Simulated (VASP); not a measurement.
# SnSe (Fm-3m) in VASP: a series of runs

Aim: see how the results for SnSe move with the level of theory and the settings. Levels: PBE+D3(BJ), PBE, LDA. Tasks: single point, relaxation of cell and atoms.

All numbers are computed with VASP 6.6.1; they aren't measurements. Logs are shortened: lines on timing, memory, paths and dates and some standing lists are left out, and cuts for length are marked.

## 1. Starting point

It takes space group Fm-3m (No. 225, cubic). Conventional cell: a = 5.961 Å, b = 5.961 Å, c = 5.961 Å, α = 90.00°, β = 90.00°, γ = 90.00°. Sn (site symmetry m-3m) is surrounded by 6 Se at 2.98 Å. Around Se (site symmetry m-3m) lie 6 Sn at 2.98 Å.

Measurements of this composition are mostly on another form, of space group No. 62.

## 2. Single point, PBE+D3(BJ)

The input, INCAR:

```
PREC = Accurate ; ENCUT = 520
EDIFF = 1E-6 ; ISMEAR = -1
SIGMA = 0.02 ; LREAL = F
LASPH = T ; NELM = 100
ALGO = Normal ; ISIF = 2
LWAVE = F ; LCHARG = F
GGA = PE ; IVDW = 12
NBANDS = 17
```

The input, KPOINTS:

```
Automatic mesh
0
Gamma
  6 6 6
```

The input, POSCAR:

```
SnSe
1.0
    0.0000000000      2.9806011577      2.9806011577
    2.9806011577      0.0000000000      2.9806011577
    2.9806011577      2.9806011577      0.0000000000
Sn Se
1 1
Direct
    0.0000000000      0.0000000000      0.0000000000
    0.5000000000      0.5000000000      0.5000000000
```

Potentials or basis: VASP PAW PBE potentials, release 64 (Sn_d, Se).

Launch:

```sh
> cat potpaw_PBE.64/Sn_d/POTCAR potpaw_PBE.64/Se/POTCAR > POTCAR
> mpirun -np 1 vasp_std > vasp.out
```

OUTCAR:

```text
PREC = Accurate
   ENCUT = 520
   EDIFF = 1E-6
   ISMEAR = -1
   LREAL = F
   LASPH = T
   NELM = 100
   ISIF = 2
   GGA = PE
   IVDW = 12
 IVDW          = 12

 ion  position               nearest neighbor table
   1  0.000  0.000  0.000-   2 2.98   2 2.98   2 2.98   2 2.98   2 2.98   2 2.98
   2  0.500  0.500  0.500-   1 2.98   1 2.98   1 2.98   1 2.98   1 2.98   1 2.98

  LATTYP: Found a face centered cubic cell.
 ALAT       =     5.9612023154

  Lattice vectors:

 A1 = (   0.0000000000,   2.9806011577,   2.9806011577)
 A2 = (   2.9806011577,   0.0000000000,   2.9806011577)
 A3 = (   2.9806011577,   2.9806011577,   0.0000000000)

Analysis of symmetry for initial positions (statically):
=====================================================================
 Subroutine PRICEL returns:
 Original cell was already a primitive cell.

 Routine SETGRP: Setting up the symmetry group for a
 face centered cubic supercell.

 Subroutine GETGRP returns: Found 48 space group operations
 (whereof 48 operations were pure point group operations)
 out of a pool of 48 trial point group operations.

The static configuration has the point symmetry O_h .

Analysis of symmetry for dynamics (positions and initial velocities):
=====================================================================
 Subroutine PRICEL returns:
 Original cell was already a primitive cell.

 Routine SETGRP: Setting up the symmetry group for a
 face centered cubic supercell.

 Subroutine GETGRP returns: Found 48 space group operations
 (whereof 48 operations were pure point group operations)
 out of a pool of 48 trial point group operations.

The dynamic configuration has the point symmetry O_h .

 Subroutine INISYM returns: Found 48 space group operations
 (whereof 48 operations are pure point group operations),
 and found     1 'primitive' translations

----------------------------------------------------------------------------------------

                                     Primitive cell

  volume of cell :      52.9592

  direct lattice vectors                    reciprocal lattice vectors
     0.000000000  2.980601158  2.980601158    -0.167751394  0.167751394  0.167751394
     2.980601158  0.000000000  2.980601158     0.167751394 -0.167751394  0.167751394
     2.980601158  2.980601158  0.000000000     0.167751394  0.167751394 -0.167751394

  length of vectors
     4.215206581  4.215206581  4.215206581     0.290553938  0.290553938  0.290553938

  position of ions in fractional coordinates (direct lattice)
     0.000000000  0.000000000  0.000000000
     0.500000000  0.500000000  0.500000000
[... 68 lines left out ...]
   EDIFF  = 0.1E-05   stopping-criterion for ELM
   LREAL  =      F    real-space projection
   EDIFFG = 0.1E-04   stopping-criterion for IOM
   NSW    =      0    number of steps for IOM
   IBRION =     -1    ionic relax: 0-MD 1-quasi-New 2-CG
   NFREE  =      0    steps in history (QN), initial steepest desc. (CG)
   ISIF   =      2    stress and relaxation
   ISYM   =      2    0-nonsym 1-usesym 2-fastsym
   POTIM  = 0.5000    time-step for ionic-motion
   TEBEG  =    0.0;   TEEND  =   0.0 temperature during run
   PSTRESS=    0.0 pullay stress
   NELECT =      20.0000    total number of electrons
   NUPDOWN=      -1.0000    fix difference up-down
   EMIN   =  10.00;   EMAX   =-10.00  energy-range for DOS
   EFERMI =   0.00;   METHOD = LEGACY
   ISMEAR =    -1;   SIGMA  =   0.02  broadening in eV -4-tet -1-fermi 0-gaus
   EFERMI_NEDOS =   21; number of points for ismear=-14 and -15
   IALGO  =     38    algorithm
   IMIX   =      4    mixing-type and parameters
     AMIX     =   0.40;   BMIX     =  1.00
     AMIX_MAG =   1.60;   BMIX_MAG =  1.00
  volume/ion in A,a.u.               =      26.48       178.69
  Fermi-wavevector in a.u.,A,eV,Ry     =   1.183326  2.236161 19.051690  1.400260
  Thomas-Fermi vector in A             =   2.319562
   LORBIT       =      0    0 simple, 1 ext, 2 COOP (PROOUT), +10 PAW based schemes
   GGA     = PE    functional components
   LHFCALC =     F    Hartree Fock is set to
   AEXX    =    0.0000 exact exchange contribution
   IVDW    =    12    specifies the selected vdW correction
   LEPSILON=     F    determine dielectric tensor
   LRPA    =     F    only Hartree local field effects (RPA)
 non-spin polarized calculation
  energy-cutoff  :      520.00
  volume of cell :       52.96
 maximum number of plane-waves:      1458
   NGX = 15   NGY = 15   NGZ = 15

 number of electron      20.0000008 magnetization

 Free energy of the ion-electron system (eV)
  ---------------------------------------------------
  ext. energy  EPLUGINS =         0.00000000
  ---------------------------------------------------
  free energy    TOTEN  =        -8.22139517 eV

  energy without entropy =       -8.22139517  energy(sigma->0) =       -8.22139517

 E-fermi :   6.2415     XC(G=0):  -9.7411

 val. band max:        5.8869178558   @ k =   0.5000   0.0000   0.0000
 cond. band min:       6.5981971078   @ k =   0.5000   0.0000   0.0000
 fundamental gap:      0.7112792520
 Fermi energy:         6.2415105070

 k-point     1 :       0.0000    0.0000    0.0000
  band No.  band energies     occupation
      1     -15.6900      2.00000
      2     -15.6900      2.00000
      3     -15.6900      2.00000
      4     -15.6895      2.00000
      5     -15.6895      2.00000
      6      -8.1680      2.00000
[... 297 lines left out ...]
      4     -15.6771      2.00000
      5     -15.6701      2.00000
      6      -6.8477      2.00000
[... 9 lines left out ...]
     16      17.2348      0.00000
     17      18.7037      0.00000

------------------------ aborting loop because EDIFF is reached ----------------------------------------

 Edisp (eV)   -0.72833

 E8    (eV) :    -0.3282

  FORCE on cell =-STRESS in cart. coord.  units (eV):
  Direction    XX          YY          ZZ          XY          YZ          ZX
  --------------------------------------------------------------------------------------
  -------------------------------------------------------------------------------------
  Total      -0.01650    -0.01650    -0.01650    -0.00000     0.00000     0.00000
  in kB      -0.49920    -0.49920    -0.49920    -0.00000     0.00000     0.00000
  external pressure =       -0.50 kB  Pullay stress =        0.00 kB

 VOLUME and BASIS-vectors are now :
 -----------------------------------------------------------------------------
  energy-cutoff  :      520.00
  volume of cell :       52.96
      direct lattice vectors                 reciprocal lattice vectors
     0.000000000  2.980601158  2.980601158    -0.167751394  0.167751394  0.167751394
     2.980601158  0.000000000  2.980601158     0.167751394 -0.167751394  0.167751394
     2.980601158  2.980601158  0.000000000     0.167751394  0.167751394 -0.167751394

 POSITION                                       TOTAL-FORCE (eV/Angst)
 -----------------------------------------------------------------------------------
      0.00000      0.00000      0.00000         0.000000     -0.000000     -0.000000
      2.98060      2.98060      2.98060         0.000000      0.000000      0.000000
 -----------------------------------------------------------------------------------
    total drift:                                0.000000     -0.000000     -0.000000

  FREE ENERGIE OF THE ION-ELECTRON SYSTEM (eV)
  ---------------------------------------------------
  free  energy   TOTEN  =        -8.9497224423 eV

  energy  without entropy=       -8.9497224418  energy(sigma->0) =       -8.94972244
```

OSZICAR:

```text
N       E                     dE             d eps       ncg     rms          rms(c)
DAV:   1     0.129516037901E+03    0.12952E+03   -0.98083E+03   561   0.148E+03
DAV:   2     0.348810003181E+01   -0.12603E+03   -0.12212E+03   609   0.341E+02
DAV:   3    -0.808264027966E+01   -0.11571E+02   -0.11508E+02   664   0.906E+01
DAV:   4    -0.837263972117E+01   -0.29000E+00   -0.28985E+00   683   0.155E+01
DAV:   5    -0.838248503640E+01   -0.98453E-02   -0.98448E-02   793   0.268E+00    0.327E+00
DAV:   6    -0.822147321366E+01    0.16101E+00   -0.38733E-01   785   0.372E+00    0.199E+00
DAV:   7    -0.821975605574E+01    0.17172E-02   -0.74528E-02   668   0.124E+00    0.937E-01
DAV:   8    -0.822145645275E+01   -0.17004E-02   -0.75866E-03   649   0.771E-01    0.984E-02
DAV:   9    -0.822134256963E+01    0.11388E-03   -0.11623E-03   778   0.289E-01    0.462E-02
DAV:  10    -0.822139031096E+01   -0.47741E-04   -0.14042E-04   642   0.677E-02    0.117E-02
DAV:  11    -0.822139481644E+01   -0.45055E-05   -0.16449E-05   706   0.334E-02    0.289E-03
DAV:  12    -0.822139516716E+01   -0.35072E-06   -0.12402E-06   565   0.122E-02
   1 F= -.89497224E+01 E0= -.89497224E+01  d E =-.527660E-09
```

Run time: 10 s. Hardware: 1 thread of AMD EPYC 9R45 (Zen 5), shared host; peak memory 0.15 GiB.

Results:

- Free energy: -8.9497 eV
- Pressure: 0.0 GPa
- Band gap on the k mesh: 0.71 eV, direct
- Dispersion energy per atom: -0.364 eV

Caveat: spin-orbit coupling is left out, which moves the levels of the heavy elements. A k mesh can miss the band edges.

## 3. Relaxation of cell and atoms, PBE+D3(BJ)

This run uses another cell than the first one, of 27.27 Å³/atom, 1.030 times its volume.

The input, INCAR:

```
ALGO     = Normal         # electronic algorithm
EDIFF    = 1E-6           # SCF threshold, eV
EDIFFG   = -0.005         # ionic threshold
ENCUT    = 600            # plane-wave cutoff, eV
GGA      = PE             # functional
IBRION   = 2              # ionic algorithm
ISIF     = 3              # what is computed and relaxed
ISMEAR   = -1             # smearing method
IVDW     = 12             # dispersion correction
LASPH    = True           # aspherical terms in the spheres
LCHARG   = False          # write CHGCAR
LREAL    = False          # projectors in reciprocal space
LWAVE    = False          # write WAVECAR
NELM     = 100            # most SCF steps
NSW      = 80             # ionic steps
PREC     = Accurate       # precision mode
SIGMA    = 0.02           # smearing width, eV
```

The input, KPOINTS:

```
k-points
0
Gamma
  6 6 6
```

The input, POSCAR:

```
SnSe
1.0
    0.0000000000      3.0100000000      3.0100000000
    3.0100000000      0.0000000000      3.0100000000
    3.0100000000      3.0100000000      0.0000000000
Sn Se
1 1
Direct
    0.0000000000      0.0000000000      0.0000000000
    0.5000000000      0.5000000000      0.5000000000
```

Potentials or basis: VASP PAW PBE potentials, release 64 (Sn_d, Se).

Launch:

```sh
> cat potpaw_PBE.64/Sn_d/POTCAR potpaw_PBE.64/Se/POTCAR > POTCAR
> mpirun -np 1 vasp_std > vasp.out
```

OUTCAR:

```text
EDIFF = 1E-6
   EDIFFG = -0.005
   ENCUT = 600
   GGA = PE
   IBRION = 2
   ISIF = 3
   ISMEAR = -1
   IVDW = 12
   LASPH = True
   LREAL = False
   NELM = 100
   NSW = 80
   PREC = Accurate
 IVDW          = 12

 ion  position               nearest neighbor table
   1  0.000  0.000  0.000-   2 3.01   2 3.01   2 3.01   2 3.01   2 3.01   2 3.01
   2  0.500  0.500  0.500-   1 3.01   1 3.01   1 3.01   1 3.01   1 3.01   1 3.01

  LATTYP: Found a face centered cubic cell.
 ALAT       =     6.0200000000

  Lattice vectors:

 A1 = (   0.0000000000,   3.0100000000,   3.0100000000)
 A2 = (   3.0100000000,   0.0000000000,   3.0100000000)
 A3 = (   3.0100000000,   3.0100000000,   0.0000000000)

Analysis of symmetry for initial positions (statically):
=====================================================================
 Subroutine PRICEL returns:
 Original cell was already a primitive cell.

 Routine SETGRP: Setting up the symmetry group for a
 face centered cubic supercell.

 Subroutine GETGRP returns: Found 48 space group operations
 (whereof 48 operations were pure point group operations)
 out of a pool of 48 trial point group operations.

The static configuration has the point symmetry O_h .

Analysis of symmetry for dynamics (positions and initial velocities):
=====================================================================
 Subroutine PRICEL returns:
 Original cell was already a primitive cell.

 Routine SETGRP: Setting up the symmetry group for a
[... 133 lines left out ...]
 NGX is ok and might be reduce to    36
   NGX = 17   NGY = 17   NGZ = 17

--------------------------------------- Ionic step        1  -------------------------------------------

 number of electron      19.9999999 magnetization

 Free energy of the ion-electron system (eV)
  ---------------------------------------------------
  ext. energy  EPLUGINS =         0.00000000
  ---------------------------------------------------
  free energy    TOTEN  =        -8.23562723 eV

  energy without entropy =       -8.23562722  energy(sigma->0) =       -8.23562722

------------------------ aborting loop because EDIFF is reached ----------------------------------------

 Edisp (eV)   -0.70660

 E8    (eV) :    -0.3185
[... 71 lines left out ...]
--------------------------------------- Ionic step        3  -------------------------------------------

 number of electron      19.9999998 magnetization

 Free energy of the ion-electron system (eV)
  ---------------------------------------------------
  ext. energy  EPLUGINS =         0.00000000
  ---------------------------------------------------
  free energy    TOTEN  =        -8.22155407 eV

  energy without entropy =       -8.22155407  energy(sigma->0) =       -8.22155407

 E-fermi :   6.2433     XC(G=0):  -9.7412

 val. band max:        5.8872578708   @ k =   0.5000   0.0000   0.0000
 cond. band min:       6.5985916788   @ k =   0.5000   0.0000   0.0000
 fundamental gap:      0.7113338080
 Fermi energy:         6.2433084669

 k-point     1 :       0.0000    0.0000    0.0000
  band No.  band energies     occupation
      1     -15.6895      2.00000
      2     -15.6895      2.00000
      3     -15.6895      2.00000
      4     -15.6891      2.00000
      5     -15.6891      2.00000
      6      -8.1678      2.00000
      7       0.9412      2.00000
      8       3.6297      2.00000
      9       3.6297      2.00000
     10       3.6297      2.00000
     11      10.3434      0.00000
     12      10.3434      0.00000
     13      10.3434      0.00000
     14      11.7428      0.00000
[... 286 lines left out ...]
  FREE ENERGIE OF THE ION-ELECTRON SYSTEM (eV)
  ---------------------------------------------------
  free  energy   TOTEN  =        -8.9499101315 eV

  energy  without entropy=       -8.9499101310  energy(sigma->0) =       -8.94991013

 reached required accuracy - stopping structural energy minimisation
```

It took 31 s on 1 thread of AMD EPYC 9R45 (Zen 5), shared host; peak memory 0.2 GiB.

Results:

```
Free energy                            : -8.9499 eV
Relaxed volume                         : 26.48 Å³/atom
Relaxed cell                           : a = 4.215 Å, b = 4.215 Å, c = 4.215 Å, α = 60.00°, β = 60.00°, γ = 60.00°
Space group after relaxing (to 0.05 Å) : Fm-3m (No. 225)
Energy gained by relaxing              : 3.8 meV/atom
Ionic steps                            : 3
Pressure after relaxing                : 0.0 GPa
Band gap on the k mesh                 : 0.71 eV, direct
Dispersion energy per atom             : -0.364 eV
```

Step by step:
```
step  energy change (eV)  largest force (eV/Å)  pressure (GPa)  volume (Å³)
   1              0.0000                0.0000           -1.53        54.54
   2             -0.0071                0.0000            0.46        52.52
   3             -0.0077                0.0000            0.01        52.96
```

Final structure:
```
Sn Se
1.0
     0.00000    2.98056    2.98056
     2.98056    0.00000    2.98056
     2.98056    2.98056    0.00000
Sn Se
1 1
Cartesian
  0.0000 0.0000 0.0000
  2.9806 2.9806 2.9806
```

Levels at points of the mesh, in eV from the valence-band top:
| k point | band 7 | band 8 | band 9 | band 10 | band 11 | band 12 | band 13 | band 14 |
| --- | --- | --- | --- | --- | --- | --- | --- | --- |
| (0.00, 0.00, 0.00) | -4.95 | -2.26 | -2.26 | -2.26 | 4.46 | 4.46 | 4.46 | 5.86 |
| (0.50, 0.00, 0.00) | -8.17 | -2.01 | -2.01 | 0.00 | 0.71 | 1.26 | 1.26 | 8.35 |
| (0.50, 0.50, 0.00) | -5.98 | -5.65 | -3.76 | -3.76 | 2.95 | 5.54 | 5.54 | 6.18 |

Caveat: spin-orbit coupling is left out, which moves the levels of the heavy elements. A k mesh can miss the band edges.

(Continued in part 2 of 2.)
